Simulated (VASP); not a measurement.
# MnO (Fm-3m) in VASP: further runs

The runs below take MnO through single point, with LDA+U.

All numbers are computed with VASP 6.6.1; they aren't measurements. Logs are shortened: lines on timing, memory, paths and dates and some standing lists are left out, and cuts for length are marked.

## 1. Starting point

It takes space group Fm-3m (No. 225, cubic). Conventional cell: a = 4.444 Å, b = 4.444 Å, c = 4.444 Å, α = 90.00°, β = 90.00°, γ = 90.00°. Around Mn (site symmetry m-3m) lie 6 O at 2.22 Å. Around O (site symmetry m-3m) lie 6 Mn at 2.22 Å.

## 2. Single point, LDA+U, collinear spin, antiferromagnetic start

INCAR reads:

```
SYSTEM = MnO
ALGO = Normal ; EDIFF = 1E-7
ENCUT = 520 ; ISIF = 2
ISMEAR = 0 ; ISPIN = 2
LASPH = .True. ; LCHARG = .False.
LDAU = .True. ; LDAUJ = 0 0
LDAUL = 2 -1 ; LDAUPRINT = 1
LDAUTYPE = 2 ; LDAUU = 7 0
LMAXMIX = 4 ; LORBIT = 11
LREAL = .False. ; LWAVE = .False.
MAGMOM = 4 -4 0 0 ; NELM = 100
PREC = Accurate ; SIGMA = 0.05
```

KPOINTS reads:

```
k-points
0
Gamma
  7 7 7
  0 0 0
```

POSCAR reads:

```
MnO
1.0
    2.2220003300      2.2220003300      4.4440006600
    2.2220003300     -2.2220003300      0.0000000000
    2.2220003300      2.2220003300      0.0000000000
Mn O
2 2
Direct
    0.0000000000      0.0000000000      0.0000000000
    0.5000000000      0.5000000000      0.0000000000
    0.5000000000      0.0000000000      0.5000000000
    0.0000000000      0.5000000000      0.5000000000
```

Potentials or basis: VASP PAW LDA potentials, release 64 (Mn_pv, O).

Started as:

```
$ cat potpaw_LDA.64/Mn_pv/POTCAR potpaw_LDA.64/O/POTCAR > POTCAR
$ mpirun -np 1 vasp_std > vasp.out
```

OUTCAR:

```text
SYSTEM = MnO
   EDIFF = 1E-7
   ENCUT = 520
   ISIF = 2
   ISMEAR = 0
   ISPIN = 2
   LASPH = .True.
   LORBIT = 11
   LREAL = .False.
   NELM = 100
   PREC = Accurate

 ion  position               nearest neighbor table
   1  0.000  0.000  0.000-   4 2.22   3 2.22   4 2.22   4 2.22   4 2.22   3 2.22   2 3.14   2 3.14
                             2 3.14   2 3.14   2 3.14   2 3.14   2 3.14   2 3.14
   2  0.500  0.500  0.000-   3 2.22   3 2.22   4 2.22   3 2.22   3 2.22   4 2.22   1 3.14   1 3.14
                             1 3.14   1 3.14   1 3.14   1 3.14   1 3.14   1 3.14
   3  0.500  0.000  0.500-   2 2.22   1 2.22   2 2.22   2 2.22   2 2.22   1 2.22
   4  0.000  0.500  0.500-   1 2.22   1 2.22   2 2.22   1 2.22   1 2.22   2 2.22

  LATTYP: Found a simple tetragonal cell.
 ALAT       =     3.1423830023
 C/A-ratio  =     1.4142135624

  Lattice vectors:

 A1 = (   2.2220003300,  -2.2220003300,   0.0000000000)
 A2 = (   2.2220003300,   2.2220003300,   0.0000000000)
 A3 = (   0.0000000000,   0.0000000000,   4.4440006600)

Analysis of symmetry for initial positions (statically):
=====================================================================
 Subroutine PRICEL returns following result:

  LATTYP: Found a face centered cubic cell.
 ALAT       =     4.4440006600
[... 12 lines left out ...]
 Subroutine GETGRP returns: Found 16 space group operations
 (whereof 16 operations were pure point group operations)
 out of a pool of 16 trial point group operations.

The static configuration has the point symmetry D_4h.

Analysis of symmetry for dynamics (positions and initial velocities):
=====================================================================
 Subroutine PRICEL returns following result:

  LATTYP: Found a face centered cubic cell.
 ALAT       =     4.4440006600
[... 12 lines left out ...]
 Subroutine GETGRP returns: Found 16 space group operations
 (whereof 16 operations were pure point group operations)
 out of a pool of 16 trial point group operations.

The dynamic configuration has the point symmetry D_4h.

Analysis of structural, dynamic, and magnetic symmetry:
=====================================================================
 Subroutine PRICEL returns following result:

  LATTYP: Found a face centered cubic cell.
 ALAT       =     4.4440006600
[... 12 lines left out ...]
 Subroutine GETGRP returns: Found 16 space group operations
 (whereof 16 operations were pure point group operations)
 out of a pool of 16 trial point group operations.

The overall configuration has the point symmetry D_4h.

 Subroutine INISYM returns: Found 16 space group operations
 (whereof 16 operations are pure point group operations),
 and found     2 'primitive' translations

----------------------------------------------------------------------------------------

                                     Primitive cell

  volume of cell :      21.9413

  direct lattice vectors                    reciprocal lattice vectors
     2.222000330  0.000000000  2.222000330     0.225022469 -0.225022469  0.225022469
     2.222000330  2.222000330  0.000000000     0.225022469  0.225022469 -0.225022469
     0.000000000  2.222000330  2.222000330    -0.225022469  0.225022469  0.225022469

  length of vectors
     3.142383002  3.142383002  3.142383002     0.389750349  0.389750349  0.389750349

  position of ions in fractional coordinates (direct lattice)
[... 143 lines left out ...]

spin component  2

  0.0163  0.0000  0.0000 -0.0000 -0.0000
  0.0000  0.0174 -0.0000  0.0000 -0.0000
  0.0000 -0.0000  0.0626  0.0000 -0.0000
 -0.0000  0.0000  0.0000  0.0174  0.0000
 -0.0000 -0.0000 -0.0000  0.0000  0.0637

 occupancies and eigenvectors

  o =  0.0163  v =  0.0000  0.0000  0.0000  0.0000  0.0000  1.0000 -0.0000 -0.0000  0.0000  0.0000      0.0000  0.0000  0.0000  0.0000  0.0000  0.0000  0.0000  0.0000  0.0000  0.0000
  o =  0.0174  v =  0.0000  0.0000  0.0000  0.0000  0.0000 -0.0000  0.0065 -0.0000  1.0000 -0.0000      0.0000  0.0000  0.0000  0.0000  0.0000  0.0000  0.0000  0.0000  0.0000  0.0000
  o =  0.0174  v =  0.0000  0.0000  0.0000  0.0000  0.0000 -0.0000 -1.0000 -0.0000  0.0065 -0.0000      0.0000  0.0000  0.0000  0.0000  0.0000  0.0000  0.0000  0.0000  0.0000  0.0000
  o =  0.0626  v =  0.0000  0.0000  0.0000  0.0000  0.0000 -0.0000  0.0000 -1.0000 -0.0000 -0.0000      0.0000  0.0000  0.0000  0.0000  0.0000  0.0000  0.0000  0.0000  0.0000  0.0000
  o =  0.0637  v =  0.0000  0.0000  0.0000  0.0000  0.0000  0.0000 -0.0000  0.0000 -0.0000 -1.0000      0.0000  0.0000  0.0000  0.0000  0.0000  0.0000  0.0000  0.0000  0.0000  0.0000
  o =  0.9434  v =  0.0000  0.9883  0.0000 -0.1527 -0.0000  0.0000  0.0000  0.0000  0.0000  0.0000      0.0000  0.0000  0.0000  0.0000  0.0000  0.0000  0.0000  0.0000  0.0000  0.0000
  o =  0.9434  v =  0.0000  0.1527  0.0000  0.9883  0.0000  0.0000  0.0000  0.0000  0.0000  0.0000      0.0000  0.0000  0.0000  0.0000  0.0000  0.0000  0.0000  0.0000  0.0000  0.0000
  o =  0.9473  v =  1.0000  0.0000  0.0000  0.0000  0.0000  0.0000  0.0000  0.0000  0.0000  0.0000      0.0000  0.0000  0.0000  0.0000  0.0000  0.0000  0.0000  0.0000  0.0000  0.0000
  o =  0.9847  v =  0.0000 -0.0000  0.0000  0.0000 -1.0000  0.0000  0.0000  0.0000  0.0000  0.0000      0.0000  0.0000  0.0000  0.0000  0.0000  0.0000  0.0000  0.0000  0.0000  0.0000
  o =  0.9849  v =  0.0000  0.0000 -1.0000  0.0000 -0.0000  0.0000  0.0000  0.0000  0.0000  0.0000      0.0000  0.0000  0.0000  0.0000  0.0000  0.0000  0.0000  0.0000  0.0000  0.0000

atom =   2  type =  1  l = 2

 onsite density matrix

spin component  1

  0.0163  0.0000  0.0000 -0.0000 -0.0000
  0.0000  0.0174 -0.0000 -0.0000  0.0000
  0.0000 -0.0000  0.0626  0.0000  0.0000
 -0.0000 -0.0000  0.0000  0.0174  0.0000
 -0.0000  0.0000  0.0000  0.0000  0.0637

spin component  2

  0.9473 -0.0000  0.0000  0.0000  0.0000
 -0.0000  0.9434 -0.0000 -0.0000 -0.0000
  0.0000 -0.0000  0.9849 -0.0000 -0.0000
  0.0000 -0.0000 -0.0000  0.9434 -0.0000
  0.0000 -0.0000 -0.0000 -0.0000  0.9847

 occupancies and eigenvectors

  o =  0.0163  v =  1.0000 -0.0000 -0.0000  0.0000  0.0000  0.0000  0.0000  0.0000  0.0000  0.0000      0.0000  0.0000  0.0000  0.0000  0.0000  0.0000  0.0000  0.0000  0.0000  0.0000
  o =  0.0174  v =  0.0000  0.9998 -0.0000  0.0197 -0.0000  0.0000  0.0000  0.0000  0.0000  0.0000      0.0000  0.0000  0.0000  0.0000  0.0000  0.0000  0.0000  0.0000  0.0000  0.0000
  o =  0.0174  v = -0.0000 -0.0197 -0.0000  0.9998 -0.0000  0.0000  0.0000  0.0000  0.0000  0.0000      0.0000  0.0000  0.0000  0.0000  0.0000  0.0000  0.0000  0.0000  0.0000  0.0000
  o =  0.0626  v = -0.0000 -0.0000 -1.0000 -0.0000  0.0000  0.0000  0.0000  0.0000  0.0000  0.0000      0.0000  0.0000  0.0000  0.0000  0.0000  0.0000  0.0000  0.0000  0.0000  0.0000
  o =  0.0637  v =  0.0000 -0.0000 -0.0000 -0.0000 -1.0000  0.0000  0.0000  0.0000  0.0000  0.0000      0.0000  0.0000  0.0000  0.0000  0.0000  0.0000  0.0000  0.0000  0.0000  0.0000
  o =  0.9434  v =  0.0000  0.0000  0.0000  0.0000  0.0000  0.0000 -0.0257 -0.0000  0.9997 -0.0000      0.0000  0.0000  0.0000  0.0000  0.0000  0.0000  0.0000  0.0000  0.0000  0.0000
  o =  0.9434  v =  0.0000  0.0000  0.0000  0.0000  0.0000  0.0000 -0.9997 -0.0000 -0.0257 -0.0000      0.0000  0.0000  0.0000  0.0000  0.0000  0.0000  0.0000  0.0000  0.0000  0.0000
  o =  0.9473  v =  0.0000  0.0000  0.0000  0.0000  0.0000  1.0000  0.0000  0.0000  0.0000  0.0000      0.0000  0.0000  0.0000  0.0000  0.0000  0.0000  0.0000  0.0000  0.0000  0.0000
  o =  0.9847  v =  0.0000  0.0000  0.0000  0.0000  0.0000  0.0000 -0.0000 -0.0000  0.0000  1.0000      0.0000  0.0000  0.0000  0.0000  0.0000  0.0000  0.0000  0.0000  0.0000  0.0000
  o =  0.9849  v =  0.0000  0.0000  0.0000  0.0000  0.0000  0.0000  0.0000 -1.0000 -0.0000 -0.0000      0.0000  0.0000  0.0000  0.0000  0.0000  0.0000  0.0000  0.0000  0.0000  0.0000

 number of electron      38.0000005 magnetization       0.0000000

 Free energy of the ion-electron system (eV)
  ---------------------------------------------------
  ext. energy  EPLUGINS =         0.00000000
  ---------------------------------------------------
  free energy    TOTEN  =       -31.89166588 eV

  energy without entropy =      -31.89166588  energy(sigma->0) =      -31.89166588

 E-fermi :   6.3819     XC(G=0): -12.3296

 val. band max:        6.0294067420   @ k =   0.4286   0.4286   0.0000
 cond. band min:       7.4211143158   @ k =   0.0000   0.0000   0.0000
 fundamental gap:      1.3917075738
 Fermi energy:         6.3819343863

 spin component 1

 k-point     1 :       0.0000    0.0000    0.0000
  band No.  band energies     occupation
      1     -42.6320      1.00000
      2     -42.6091      1.00000
      3     -42.6091      1.00000
      4     -38.0509      1.00000
      5     -38.0207      1.00000
      6     -38.0207      1.00000
[... 1241 lines left out ...]
     22      11.6219      0.00000
     23      11.7642      0.00000

 [... further k-points ...]
[... 5 lines left out ...]
  --------------------------------------------------------------------------------------
  -------------------------------------------------------------------------------------
  Total       -1.1231484     -1.1231484     -1.2419154      0.0000000     -0.0000000      0.0000000
  in kB      -41.0067520    -41.0067520    -45.3429995      0.0000000     -0.0000000      0.0000000
  external PRESSURE =     -42.4521678 kB  Pullay stress =       0.0000000 kB

 VOLUME and BASIS-vectors are now :
 -----------------------------------------------------------------------------
  energy-cutoff  :      520.00
  volume of cell :       43.88
      direct lattice vectors                 reciprocal lattice vectors
     2.222000330  2.222000330  4.444000660     0.000000000  0.000000000  0.225022469
     2.222000330 -2.222000330  0.000000000     0.225022469 -0.225022469  0.000000000
     2.222000330  2.222000330  0.000000000     0.225022469  0.225022469 -0.225022469

 POSITION                                       TOTAL-FORCE (eV/Angst)
 -----------------------------------------------------------------------------------
      0.00000      0.00000      0.00000         0.000000     -0.000000     -0.000000
      2.22200      0.00000      2.22200        -0.000000      0.000000      0.000000
      2.22200      2.22200      2.22200         0.000000      0.000000     -0.000000
      2.22200      0.00000      0.00000        -0.000000     -0.000000     -0.000000
 -----------------------------------------------------------------------------------
    total drift:                               -0.000000     -0.000000     -0.000000

  FREE ENERGIE OF THE ION-ELECTRON SYSTEM (eV)
  ---------------------------------------------------
  free  energy   TOTEN  =       -31.8916658795 eV

  energy  without entropy=      -31.8916658795  energy(sigma->0) =      -31.89166588

 total charge

# of ion       s       p       d       tot
------------------------------------------
    1        0.218   6.193   4.961  11.371
    2        0.218   6.193   4.961  11.371
    3        1.541   3.443   0.000   4.984
    4        1.541   3.443   0.000   4.984
--------------------------------------------------
tot          3.517  19.272   9.922  32.710

 magnetization (x)

# of ion       s       p       d       tot
------------------------------------------
    1        0.026   0.026   4.615   4.667
    2       -0.026  -0.026  -4.615  -4.667
    3       -0.006  -0.033   0.000  -0.039
    4        0.006   0.033   0.000   0.039
--------------------------------------------------
tot         -0.000   0.000   0.000  -0.000
```

Wall time 39 s (1 thread of Intel Xeon Platinum 8559C (Emerald Rapids), shared host); peak memory 0.18 GiB.

The run converged, but a check on its numbers failed (symmetry, net force, bounds or a known fault of this set-up), so they aren't taken as properties of the crystal.

Caveat: the result breaks the symmetry of the cell; an odd mesh through Γ misses points on the zone boundary, where band edges often lie.

## 3. Single point, LDA+U, collinear spin, zero start

This run uses another cell than the first one: it holds 2 atoms, not 4.

INCAR reads:

```
PREC = Accurate ; ENCUT = 520
EDIFF = 1E-6 ; ISMEAR = 0
SIGMA = 0.05 ; LREAL = False
LASPH = True ; NELM = 150
ALGO = Fast ; ISIF = 2
LWAVE = False ; LCHARG = True
ISPIN = 2 ; MAGMOM = 0 0
LORBIT = 11 ; LMAXMIX = 4
LDAU = True ; LDAUTYPE = 2
LDAUL = 2 -1 ; LDAUU = 7 0
LDAUJ = 0 0 ; LDAUPRINT = 1
GGA = CA ; LELF = True
LVHAR = True ; NBANDS = 20
```

KPOINTS reads:

```
Automatic mesh
0
Gamma
  7 7 7
```

POSCAR reads:

```
MnO
1.0
    0.0000000000      2.2220003300      2.2220003300
    2.2220003300      0.0000000000      2.2220003300
    2.2220003300      2.2220003300      0.0000000000
Mn O
1 1
Direct
    0.0000000000      0.0000000000      0.0000000000
    0.5000000000      0.5000000000      0.5000000000
```

Potentials or basis: VASP PAW LDA potentials, release 64 (Mn_pv, O).

Started as:

```
$ cat potpaw_LDA.64/Mn_pv/POTCAR potpaw_LDA.64/O/POTCAR > POTCAR
$ mpirun -np 1 vasp_std > vasp.out
```

Run time: 12 s. Hardware: 1 thread of Intel Xeon Platinum 8559C (Emerald Rapids), shared host; peak memory 0.13 GiB.

Results (log left out):

```yaml
Free_energy: -10.3898 eV
Pressure: -35.2 GPa
Band_gap_on_the_k_mesh: none (metal or under the smearing width)
Net_moment: 0.00 μB per cell
Valence_electrons_inside_the_program's_atomic_spheres: Mn 11.40; O 4.92
```

Levels at points of the mesh, in eV from the Fermi level:
Spin up:
| k point | band 7 | band 8 | band 9 | band 10 | band 11 | band 12 | band 13 | band 14 |
| --- | --- | --- | --- | --- | --- | --- | --- | --- |
| (0.00, 0.00, 0.00) | -1.75 | -1.27 | -1.27 | -1.27 | 2.16 | 3.48 | 3.48 | 16.52 |
Spin down:
| k point | band 6 | band 7 | band 8 | band 9 | band 10 | band 11 | band 12 | band 13 | band 14 | band 15 |
| --- | --- | --- | --- | --- | --- | --- | --- | --- | --- | --- |
| (0.00, 0.00, 0.00) | -1.75 | -1.75 | -1.27 | -1.27 | -1.27 | 2.16 | 3.48 | 3.48 | 16.52 | 18.20 |

Eigenvalues of the final occupation matrices:
| site | spin | trace | eigenvalues |
| --- | --- | --- | --- |
| site 1 d | 1 | 2.54 | 0.08 0.08 0.79 0.79 0.79 |
| site 1 d | 2 | 2.54 | 0.08 0.08 0.79 0.79 0.79 |

Caveat: a pressure of tens of GPa on the cell as given is suspect, and the run, the potentials or the cell itself is likely at fault.

## 4. Single point, LDA+U, collinear spin, random start

This run uses another cell than the first one: it holds 2 atoms, not 4.

INCAR reads:

```
  PREC = Accurate
  ENCUT = 520
  EDIFF = 1E-7
  ISMEAR = 0
  SIGMA = 0.05
  LREAL = F
  LASPH = T
  NELM = 150
  ALGO = Normal
  ISIF = 2
  LWAVE = F
  LCHARG = F
  ISPIN = 2
  MAGMOM = 3.16 0
  LORBIT = 11
  LMAXMIX = 4
  LDAU = T
  LDAUTYPE = 2
  LDAUL = 2 -1
  LDAUU = 7 0
  LDAUJ = 0 0
  LDAUPRINT = 1
  GGA = CA
```

KPOINTS is that of step 3.

POSCAR is that of step 3.

Started as:

```
$ cat potpaw_LDA.64/Mn_pv/POTCAR potpaw_LDA.64/O/POTCAR > POTCAR
$ mpirun -np 1 vasp_std > vasp.out
```

Wall time 7 s (1 thread of Intel Xeon Platinum 8559C (Emerald Rapids), shared host); peak memory 0.13 GiB.

Results (log left out):

```
Free energy                                           : -15.9185 eV
Pressure                                              : -3.2 GPa
Band gap on the k mesh                                : 0.89 eV, indirect (least direct gap 2.73 eV)
Net moment                                            : 5.00 μB per cell
Site moments                                          : Mn +4.67; O +0.12 μB
Valence electrons inside the program's atomic spheres : Mn 11.38; O 4.98
```

Levels at points of the mesh, in eV from the valence-band top:
Spin up:
| k point | band 8 | band 9 | band 10 | band 11 | band 12 | band 13 | band 14 | band 15 |
| --- | --- | --- | --- | --- | --- | --- | --- | --- |
| (0.00, 0.00, 0.00) | -4.60 | -4.60 | -2.16 | -2.16 | -2.16 | 0.89 | 15.09 | 16.20 |
Spin down:
| k point | band 3 | band 4 | band 5 | band 6 | band 7 | band 8 | band 9 | band 10 | band 11 | band 12 |
| --- | --- | --- | --- | --- | --- | --- | --- | --- | --- | --- |
| (0.00, 0.00, 0.00) | -44.01 | -18.07 | -1.84 | -1.84 | -1.84 | 1.97 | 4.65 | 4.65 | 4.65 | 5.34 |

Eigenvalues of the final occupation matrices:
```
    site  spin  trace               eigenvalues
site 1 d     1   4.81  0.95 0.95 0.95 0.98 0.98
site 1 d     2   0.18  0.02 0.02 0.02 0.06 0.06
```

Caveat: an odd mesh through Γ misses points on the zone boundary, where band edges often lie; a cell with one magnetic atom can't hold antiferromagnetic order, which such compounds often take.
